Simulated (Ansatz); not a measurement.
ZnO: strain energy, fitted

ZnO, P6_3mc, a = 3.235 Å, c = 5.212 Å. Ansatz: r2SCAN, PAW, 500 eV, Γ-centred 12×12×6 mesh on 4 atoms, Gaussian smearing 0.02 eV; no spin polarisation. Series: biaxial strain in the a-b plane, c and atoms relaxed; x is the strain in per cent. y is the free energy over the unstrained cell, V0 = 11.809 Å³/atom.

| x (%) | y (meV/atom) |
| --- | --- |
| -6.0 | 62.37 |
| -4.0 | 27.36 |
| -2.0 | 6.76 |
| 0.0 | 0.00 |
| 2.0 | ? |
| 4.0 | 24.29 |
| 6.0 | 51.10 |

**Question.** Fit y = c2 x² + c3 x³ to the other rows, turn c2 into a modulus, and predict the missing energy.

**Answer.** Least squares on the rows shown. y = 1.5825 x² − 0.025936 x³. In eV per unit strain² c2 is 15.82; M is the biaxial modulus (E = M V0 ε²): 15.82 × 160.2 / (11.809) = 215 GPa. At x = 2.0 the fit asked for gives 6.12 meV/atom. The run gave 6.31 meV/atom, so the fit is 0.19 meV/atom too low, within the rms miss on the fitted rows (0.38 meV/atom).